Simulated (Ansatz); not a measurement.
# 2H-CrSSe monolayer in a perpendicular field, part 2 of 2

Aim: how the 2H-CrSSe monolayer screens a field along its normal, and what the field does to its bands. A positive field points along +c.

Ansatz 0.2.0; plane-wave DFT, PBE-D3(BJ), Ansatz PAW.

So far. Step 2 (Relaxing the slab): The lattice constant a goes from 3.125 to 3.093 Å.

## 3. Single point, field 0, start network

A sawtooth potential applies the field, turning back in the middle of the vacuum. With the dipole correction the typed value is the field outside the slab. The induced dipole is small, so the SCF threshold is tight.

The cell differs from the one that the last finished run ended in (c 37.248 → 21.046 Å).

input.yaml

```yaml
crystal:
  lattice:
    - [3.0932478147, 0.0, 0.0]
    - [-1.5466239073, 2.6788311877, 0.0]
    - [0.0, 0.0, 21.0464656794]
  atoms:
    - { symbol: Se, position: [0.3333333333, 0.6666666667, 0.427625243] }
    - { symbol: Cr, position: [0.0, 0.0, 0.504423779] }
    - { symbol: S, position: [0.3333333333, 0.6666666667, 0.572374757] }
kpoints:
  mp_grid: { grid: [18, 18, 1] }
  band_path:
    path: [[0, 0, 0], [0.5, 0, 0], [0.33333333, 0.33333333, 0], [0, 0, 0]]
    npoints: 16
hamiltonian:
  xc: pbe
  dispersion: d3bj
scf:
  occupations: { method: fermi_dirac, width: 0.02585 }
  convergence: { dr2_threshold: 1.0e-10 }
efield:
  axis: 3
  dipole_correction: true
  ramp_position: 0.97
  ramp_width: 0.06
  amplitude: 0
output:
  dos: { projected: true, e_range: [-6, 5] }
  write_potential: true
  write_density: true
  volumetric_format: npy
  elf: true
```

Run with:

```
> ansatz run input.yaml --threads 2 --pin off --max-ram 3072MiB --backend cpu --events-out ev --progress --plain --runs-dir out
```

Numbers of over 12 decimals in the logs are rounded to 6 here.

Output:

```text
[...]
Crystal: 3 atoms, lattice volume = 174.397 Å³
Basis set: ecut = 420 eV, 3407 PW (Γ)
Bands: 22, of which v1, the nominal top of the filled ones, is band 18 counted from 1 (17 counted from 0)
Symmetry: 6 space group operations
[...]
k-points: 37 of 324 (time reversal used)
[...]
SCF iter   1: F=—  HF=-9751.471630 eV  |F-HF|=—  |Δ(HF+E_count)|=         —  Δρ=3.53e-3  dr2=1.03e-1  ethr=1.77e-3  p=-0.060 e·Å  D=-6.24e-2 V/Å  ΔV_dip=1.31 eV  dr2_dipole=2.45e-2  V_vac-E_F(+/−)=5.60/4.28 eV  ⟨swp⟩=9.8  Hψ=4720  notcnv=0
efield: sawtooth ramp at fractional position 0.9700 (set: `efield.ramp_position`, or a place that a band, a saddle search or an elastic batch's reference lends), width 0.0600; the density the first Hamiltonian is built on has a dipole p = -0.060 e·Å; the dipole correction subtracts the counter field D = -6.24e-2 V/Å, which shifts the + side's vacuum level by +1.31 eV against the − side's; the planar-averaged density in the ramp window peaks in size at 1.7e-5 e/Å³
[...]
SCF iter   2: F=—  HF=-9751.732059 eV  |F-HF|=—  |Δ(HF+E_count)|=   2.60e-1  Δρ=1.39e-2  dr2=2.85e0  ethr=2.86e-4  p=0.049 e·Å  D=5.04e-2 V/Å  ΔV_dip=-1.06 eV  dr2_dipole=6.74e-1  V_vac-E_F(+/−)=4.67/5.73 eV  ⟨swp⟩=4.1  Hψ=1936  notcnv=0  recentre
[...]
SCF iter  14: F=-9751.464844 eV  HF=-9751.464844 eV  |F-HF|=9.46e-11  |Δ(HF+E_count)|=  5.46e-11  Δρ=8.54e-8  dr2=6.24e-11  ethr=1.00e-12  p=-0.039 e·Å  D=-4.05e-2 V/Å  ΔV_dip=0.85 eV  dr2_dipole=1.54e-11  V_vac-E_F(+/−)=5.50/4.65 eV  ⟨swp⟩=2.6  Hψ=2377  notcnv=0
SCF 1 converged in 14 iterations: F = -9751.464844 eV  dr2 = 6.24e-11
[...]
NSCF: frozen V_eff on 49 k-points
efield: sawtooth ramp at fractional position 0.9700 (kept from the solve that this one continues, or follows in the run), width 0.0600; the density the first Hamiltonian is built on has a dipole p = -0.039 e·Å; the dipole correction subtracts the counter field D = -4.05e-2 V/Å, which shifts the + side's vacuum level by +0.85 eV against the − side's; the planar-averaged density in the ramp window peaks in size at 6.2e-6 e/Å³
[...]
SCF converged after 14 iterations
Free energy (F): -9751.464844 eV
[...]
Internal energy: -9751.464844 eV  (E = F + TS)
E sigma→0 (E₀):  -9751.464844 eV
Fermi energy:    -0.276869 eV
Dipole field:    D = -0.040469 V/Å  (p = -0.039003 e·Å, saw-weighted, corrected)
Work function:   Φ+ = 5.4990 eV   Φ− = 4.6473 eV
Levels:          The Fermi level and band energies are counted from a zero that moves with the ramp; work functions are not
[...]
--- Band table (eV; the first three rows and the last of 37) ---
  k-point 0: bands = [... 14 lower, -2.6453, -1.6086, -1.6086, -0.7896, 2.0842, 2.0842, 2.5104, 2.5104]
  k-point 1: bands = [... 14 lower, -2.6252, -1.6584, -1.6382, -0.7929, 1.9435, 2.0854, 2.2384, 2.4490]
  k-point 2: bands = [... 14 lower, -2.5749, -1.7847, -1.7350, -0.8220, 1.6007, 1.6884, 2.0013, 2.3685]
  k-point 36: bands = [... 14 lower, -4.2348, -4.1566, -2.4473, -0.7358, 0.1711, 1.1485, 1.3683, 2.7758]
```

It took 28 s on 2 threads of Intel Xeon at 2.50GHz (Skylake/Cascade Lake), shared host; peak memory 0.51 GiB.

In the SCF lines HF is the Harris–Foulkes energy and dr2 the Hartree energy of the density residual, in eV; the loop may stop once dr2 is under the threshold and the program's other checks hold. Hψ counts applications of the Hamiltonian.

This step gave:

```yaml
dipole_along_the_normal: -0.03900 e·Å
gap_along_the_path: 0.9069 eV
smallest_direct_gap_along_the_path: 0.9069 eV
step_between_the_vacuum_levels: 0.8517 eV
ionisation_energy_upper_face: 5.958 eV
electron_affinity_upper_face: 5.051 eV
ionisation_energy_lower_face: 5.106 eV
gap_the_smaller_of_path_and_mesh: 0.9069 eV
```

Running mean over a fixed 2.8 Å (it still follows the layers) of the planar mean; the ramp of the sawtooth is left out. The electron's electrostatic potential energy less the Fermi level by z:

z (Å), electron's electrostatic potential energy less the Fermi level (eV) and a bar from the least value:
```
      3.0       4.65 ############################
      3.5       4.65 ############################
      4.0       4.65 ############################
      4.5       4.65 ############################
      5.0       4.64 ############################
      5.5       4.63 ############################
      6.0       4.59 ############################
      6.5       4.37 ############################
      7.0       3.44 ##########################
      7.5       1.59 ######################
      8.0      -0.42 #################
      8.5      -2.36 #############
      9.0      -4.65 ########
      9.5      -7.09 ###
     10.0      -8.00 #
     10.5      -8.33 #
     11.0      -8.65 
     11.5      -7.95 #
     12.0      -5.45 #######
     12.5      -2.66 #############
     13.0      -0.32 ##################
     13.5       2.24 #######################
     14.0       4.43 ############################
     14.5       5.28 ##############################
     15.0       5.45 ##############################
     15.5       5.49 ##############################
     16.0       5.50 ##############################
     16.5       5.50 ##############################
     17.0       5.50 ##############################
     17.5       5.50 ##############################
     18.0       5.50 ##############################
```

The density of states has structure finer than the step of the table below, so its rows give means over 0.25 eV, whole bins alone (the curve runs from -6 to 2.33 eV). Peaks (eV: height): -5.370: 7.71, -4.210: 7.52, -2.140: 7.11, 0.730: 7.51, 0.810: 7.59, 0.970: 9.29, 1.640: 7.37.

Table of density of states by energy, zero at the Fermi level of the run, which the smearing sets inside the gap; means over each step:

energy (eV), density of states (states/eV a cell) and a bar:
```
    -5.75       1.68 ##########
    -5.50       3.00 ##################
    -5.25       3.18 ###################
    -5.00       0.80 #####
    -4.75       0.90 #####
    -4.50       1.76 ##########
    -4.25       4.63 ###########################
    -4.00       1.28 ########
    -3.75       1.93 ###########
    -3.50       1.97 ############
    -3.25       2.22 #############
    -3.00       2.81 #################
    -2.75       2.23 #############
    -2.50       1.90 ###########
    -2.25       2.97 ##################
    -2.00       4.53 ###########################
    -1.75       3.22 ###################
    -1.50       2.91 #################
    -1.25       0.77 #####
    -1.00       2.58 ###############
    -0.75       3.68 ######################
    -0.50       1.35 ########
    -0.25       0.00 
     0.00       0.00 
     0.25       0.00 
     0.50       0.65 ####
     0.75       4.63 ###########################
     1.00       5.06 ##############################
     1.25       2.16 #############
     1.50       2.84 #################
     1.75       3.71 ######################
     2.00       1.91 ###########
```

Projected DOS per atom over height of the atomic layer and energy from the Fermi level. Layers: Se Cr S from below.

Ten even steps from '0' (0.00 states/eV) to '9' (3.29 states/eV), each cell a mean:
```
021
152
141
291
170
000
000
030
071
010
332
434
132
132
122
112
111
424
101
101
224
211
```
Columns: height of the atomic layer (Å) from 9 to 12.0 (not evenly spaced); rows upwards: energy from the Fermi level (eV) from -5.96 to 2.32.

Electronic bands along the path, in eV, zero at the Fermi level of the run, which the smearing sets inside the gap:

```tsv
point	band 15	band 16	band 17	band 18	band 19	band 20	band 21	band 22
Γ	-2.37	-1.33	-1.33	-0.51	2.36	2.36	2.79	2.79
halfway	-2.40	-1.93	-1.62	-0.94	0.93	1.51	1.69	2.78
M	-2.93	-2.15	-1.15	-1.14	0.71	0.97	2.61	2.89
halfway	-3.45	-3.03	-2.11	-0.65	0.67	1.22	1.91	2.83
K	-3.96	-3.88	-2.17	-0.46	0.45	1.43	1.65	3.05
halfway	-3.09	-2.16	-1.62	-0.87	0.80	1.14	1.49	2.71
Γ	-2.37	-1.33	-1.33	-0.51	2.36	2.36	2.79	2.79
```

ELF in the ca plane at fractional y = 0.667, with atoms of Se and S within 0.2 Å of it. It is the smooth field of the valence electrons, not physical close to the nuclei.

Values, 5 rows by 16 columns, each cell a mean:
```
0.00 0.00 0.00 0.01 0.07 0.26 0.25 0.15 0.24 0.18 0.03 0.00 0.00 0.00 0.00 0.00
0.00 0.00 0.00 0.04 0.34 0.59 0.51 0.17 0.55 0.57 0.22 0.02 0.00 0.00 0.00 0.00
0.00 0.00 0.01 0.22 0.77 0.68 0.61 0.34 0.62 0.80 0.68 0.11 0.00 0.00 0.00 0.00
0.00 0.00 0.01 0.27 0.82 0.60 0.55 0.36 0.48 0.76 0.74 0.14 0.00 0.00 0.00 0.00
0.00 0.00 0.00 0.09 0.54 0.73 0.63 0.24 0.70 0.77 0.41 0.04 0.00 0.00 0.00 0.00
```
Columns run along c (16.0 Å, from fractional 0.16 to 0.92 of the cell), rows up along a (3.1 Å). Atoms in or near the plane, at fractional coordinates: Se at (0.43, 0.33), S at (0.57, 0.33).

Electrostatic potential energy in the ca plane at fractional y = 0.667, with atoms of Se and S within 0.2 Å of it. With pseudopotentials it is smooth inside the atoms' cores, unlike the true potential.

Ten even steps from '0' (-27 eV) to '9' (5 eV), each cell a mean:
```
99999999999999999988887544788899999999999999
99999999999999999988887544788999999999999999
99999999999999999875567766776789999999999999
99999999999999999732225787610048999999999999
99999999999999999525532787300017999999999999
99999999999999998525642787200017999999999999
99999999999999999732324787500048999999999999
99999999999999999874457766765689999999999999
```
Columns run along c (16.0 Å, from fractional 0.09 to 0.85 of the cell; values clipped at the 3rd and 97th percentile), rows up along a (3.1 Å). Atoms in or near the plane, at fractional coordinates: Se at (0.43, 0.33), S at (0.57, 0.33).

Valence density in the ca plane at fractional y = 0.667, with atoms of Se and S within 0.2 Å of it. It is the smooth field of the valence electrons, not physical close to the nuclei.

Ten steps, logarithmic in the rise over the least value, from '0' (0 e/Å³) to '9' (26 e/Å³), each cell a mean:
```
00000000000000011111221111000000000000000000
00000000000000011111221110000000000000000000
00000000000000122211112221100000000000000000
00000000000001355421112333210000000000000000
00000000000012589631123323310000000000000000
00000000000012599731123323310000000000000000
00000000000001356421122333210000000000000000
00000000000001122221112222100000000000000000
```
Columns run along c (16.0 Å, from fractional 0.16 to 0.92 of the cell), rows up along a (3.1 Å). Atoms in or near the plane, at fractional coordinates: Se at (0.43, 0.33), S at (0.57, 0.33).

The gap is 0.91 eV, with the valence edge 5.96 eV and the conduction edge 5.05 eV under the upper vacuum level.

## 4. Atoms held, field 0.1 V/Å

Changes to input.yaml since step 3:

```diff
@@ -23,7 +23,6 @@
   dipole_correction: true
-  ramp_position: 0.97
-  ramp_width: 0.06
-  amplitude: 0
+  ramp_position: 0.9287
+  ramp_width: 0.1425
+  amplitude: 0.1
 output:
-  dos: { projected: true, e_range: [-6, 5] }
   write_potential: true
@@ -31,2 +30 @@
   volumetric_format: npy
-  elf: true
```

Output:

```text
[...]
Crystal: 3 atoms, lattice volume = 174.397 Å³
Basis set: ecut = 420 eV, 3407 PW (Γ)
Bands: 22, of which v1, the nominal top of the filled ones, is band 18 counted from 1 (17 counted from 0)
Symmetry: 6 space group operations
[...]
k-points: 37 of 324 (time reversal used)
[...]
--- Band table (eV; the first three rows and the last of 37) ---
  k-point 0: bands = [... 14 lower, -2.6499, -1.6152, -1.6152, -0.7891, 2.0829, 2.0829, 2.4994, 2.4994]
  k-point 1: bands = [... 14 lower, -2.6296, -1.6650, -1.6456, -0.7923, 1.9422, 2.0845, 2.2268, 2.4377]
  k-point 2: bands = [... 14 lower, -2.5790, -1.7917, -1.7447, -0.8214, 1.5919, 1.6846, 1.9991, 2.3585]
  k-point 36: bands = [... 14 lower, -4.2380, -4.1625, -2.4521, -0.7424, 0.1648, 1.1424, 1.3620, 2.7685]
[key lines of the parts left out:]
SCF converged after 16 iterations
Free energy (F): -9751.462150 eV
Fermi energy:    -0.282137 eV
Dipole field:    D = -0.015439 V/Å  (p = -0.014880 e·Å, saw-weighted, corrected)
```

Wall time 30 s (2 threads); peak memory 0.5 GiB.

The dipole is -0.0149 e·Å, 0.0241 e·Å from its value without field, and the gap 0.907 eV.

## 5. Atoms held, field -0.1 V/Å

Changes to input.yaml since step 4:

```diff
@@ -25,3 +25,3 @@
   ramp_width: 0.1425
-  amplitude: 0.1
+  amplitude: -0.1
 output:
```

Output:

```text
[...]
Crystal: 3 atoms, lattice volume = 174.397 Å³
Basis set: ecut = 420 eV, 3407 PW (Γ)
Bands: 22, of which v1, the nominal top of the filled ones, is band 18 counted from 1 (17 counted from 0)
Symmetry: 6 space group operations
[...]
k-points: 37 of 324 (time reversal used)
[...]
--- Band table (eV; the first three rows and the last of 37) ---
  k-point 0: bands = [... 14 lower, -2.6416, -1.6029, -1.6029, -0.7909, 2.0846, 2.0846, 2.5206, 2.5206]
  k-point 1: bands = [... 14 lower, -2.6215, -1.6526, -1.6315, -0.7943, 1.9438, 2.0855, 2.2490, 2.4596]
  k-point 2: bands = [... 14 lower, -2.5716, -1.7785, -1.7262, -0.8233, 1.6077, 1.6921, 2.0027, 2.3778]
  k-point 36: bands = [... 14 lower, -4.2324, -4.1515, -2.4433, -0.7301, 0.1766, 1.1539, 1.3738, 2.7823]
[key lines of the parts left out:]
SCF converged after 15 iterations
Free energy (F): -9751.469949 eV
Fermi energy:    -0.272205 eV
Dipole field:    D = -0.065478 V/Å  (p = -0.063106 e·Å, saw-weighted, corrected)
```

Run time: 27 s. Hardware: 2 threads; peak memory 0.5 GiB; 52 s of CPU time.

The dipole is -0.0631 e·Å, -0.0241 e·Å from its value without field, and the gap 0.907 eV.

## 6. Response, atoms held

This step: plane-wave DFT, PBE-D3(BJ), Ansatz PAW; response to a field along the normal, atoms held (Ansatz 0.2.0).

The dipoles give the slope, and the difference of two potentials shows where the field is screened.

Numbers from this step:

* equivalent conductor thickness p/(ε₀AE): 5.266 Å
* distance between the outer atoms: 3.046 Å

The dipole of the cell by applied field:

```tsv
applied field (V/Å)	dipole of the cell (e·Å)
-0.1000	-0.0631
0.0000	-0.0390
0.1000	-0.0149
```

Local field over the applied field, running mean. From the potentials at -0.1 and 0.1 V/Å; running mean over 2.5 Å. The local field over applied field by z:

```tsv
z (Å)	local field over applied field
4.09	0.999
4.53	0.998
4.97	0.995
5.41	0.987
5.85	0.968
6.28	0.926
6.72	0.845
7.16	0.719
7.60	0.570
8.04	0.414
8.48	0.263
8.92	0.143
9.35	0.0744
9.79	0.0457
10.23	0.0310
10.82	0.0358
11.25	0.0595
11.69	0.0993
12.13	0.184
12.57	0.314
13.01	0.468
13.45	0.622
13.88	0.766
14.32	0.879
14.76	0.946
15.20	0.977
15.64	0.991
16.08	0.997
16.52	0.999
16.95	1.000
```

Electrons, planar mean, per unit field. The induced electron density by z:

z (Å), induced electron density (e/Å³ per V/Å) and a bar from the least value:
```
     4.09    0.00000 ###############
     4.38    0.00001 ###############
     4.82    0.00002 ###############
     5.12    0.00003 ###############
     5.55    0.00008 ###############
     5.85    0.00015 ###############
     6.14    0.00027 ################
     6.58    0.00064 #################
     6.87    0.00109 ###################
     7.16    0.00178 ######################
     7.60    0.00313 ############################
     7.89    0.00364 ##############################
     8.33    0.00214 ########################
     8.62    0.00093 ###################
     8.92    0.00082 ##################
     9.35    0.00079 ##################
     9.65    0.00005 ###############
     9.94   -0.00087 ###########
    10.38   -0.00021 ##############
    10.67    0.00038 ################
    11.11    0.00046 #################
    11.40    0.00013 ###############
    11.69   -0.00085 ###########
    12.13   -0.00082 ###########
    12.42   -0.00128 ##########
    12.72   -0.00286 ###
    13.15   -0.00356 
    13.45   -0.00273 ###
    13.88   -0.00139 #########
    14.18   -0.00082 ###########
    14.47   -0.00046 #############
    14.91   -0.00019 ##############
    15.20   -0.00010 ##############
    15.49   -0.00005 ###############
    15.93   -0.00002 ###############
    16.22   -0.00001 ###############
    16.66    0.00000 ###############
    16.95    0.00000 ###############
```

The smaller of the gaps on the path and on the k-mesh, counted as 0 under 0.03 eV. The gap stays at 0.907 eV for applied field from -0.1 to 0.1 V/Å.

By hand: between -0.1 and 0.1 V/Å the dipole changes by 0.04823 e·Å, a slope of 0.2411 e·Å²/V. A perfect conductor of thickness t has p = ε₀AEt, so t = 180.95 × 0.2411 / 8.286 = 5.27 Å (e/ε₀ = 180.95 V·Å, A in Å²).

The induced dipole is that of a conductor 5.27 Å thick.

## 7. Results

| Item | Value |
| --- | --- |
| gap without field | 0.907 eV |
| ionisation energy, upper face | 5.96 eV |
| electron affinity, upper face | 5.05 eV |
| step between the vacuum levels | 0.852 eV |
| equivalent conductor thickness, atoms held | 5.27 Å |

The induced dipole equals that of a perfect conductor 5.27 Å thick, while the outer atoms lie 3.05 Å apart; an out-of-plane ε follows only once a thickness t is chosen, by 1 − 1/ε = 5.27 Å / t. The two faces differ: the vacuum level above lies 0.85 eV higher than the one below. The gap stays within 0.01 eV of 0.91 eV over the fields run, up to 0.1 V/Å in size. Semilocal functionals give gaps that are too small, and excitons are not included. The main runs have no spin polarisation; a magnetic state could lie lower and would change these results. Spin-orbit coupling is left out.

[Logs are printed without paths, hosts, clocks, repeated set-up lines and the standing remarks that a program may print on its own settings, such as how far it seeks lower states.]

[Hosts, paths, dates, database ids (printed as entryN), source tags and the programs' standing remarks are cut or masked in the printed files.]

[Maps of the electrostatic potential energy from Ansatz leave out the sawtooth potential of an applied field or a dipole correction, so their vacuum need not be flat; planar profiles and work functions include it.]

[The density of states shown here was stored with 400 of the rows of the run's finer table, so its peaks can read low, often by over a quarter, or be missed, and its means over a window can be off by a tenth or more.]
